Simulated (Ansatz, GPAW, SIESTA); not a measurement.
## Pd: programs and potentials compared

```
Pd
1.0
    -1.57228    1.57228    1.57228
     1.57228   -1.57228    1.57228
     1.57228    1.57228   -1.57228
Pd
1
Direct
  0.00000 0.00000 0.00000
```

This isn't the form of Pd at room conditions, which is fcc.

Alike in all runs: task band structure; functional LDA; k mesh 12 × 12 × 12; occupations fermi-dirac, width 0.05 eV; no spin polarisation; no spin-orbit coupling. LDA stands for any of its common fits. Pressure is positive in compression and, in plane waves, holds the error of the finite cutoff, which Ansatz's Pulay term estimates and takes out.

```tsv
program and potentials	plane-wave cutoff (eV)	notes	pressure (GPa)
Ansatz, Ansatz PAW	420	potentials made for PBE, which Ansatz adapts in part; 18 valence electrons an atom on average; Pulay term of +0.02 GPa included	-15.29
SIESTA, files PseudoDojo sr-lda-0.4.1-standard, DZP (energy shift 0.003 Ry; two zetas on semicore shells)	-	atomic basis; 18 valence electrons an atom on average	-14.14
GPAW, the program's PAW data sets (release 1.2.1) made for this functional	600	16 valence electrons an atom on average	-15.10
Ansatz, all-electron LAPW, scalar-relativistic	-	-	-15.32
```

The pressure spans -15.32 (Ansatz, all-electron LAPW, scalar-relativistic) to -14.14 GPa (SIESTA, files PseudoDojo sr-lda-0.4.1-standard, DZP (energy shift 0.003 Ry; two zetas on semicore shells)), with all-electron results at -15.32. The cell lies far from this level's equilibrium. Rows in atomic bases carry the error of their basis and grid, which can be large.

The functional is the same throughout but for its coding, so the spread measures potentials, basis and numerics; runs on potential files found faulty are left out.
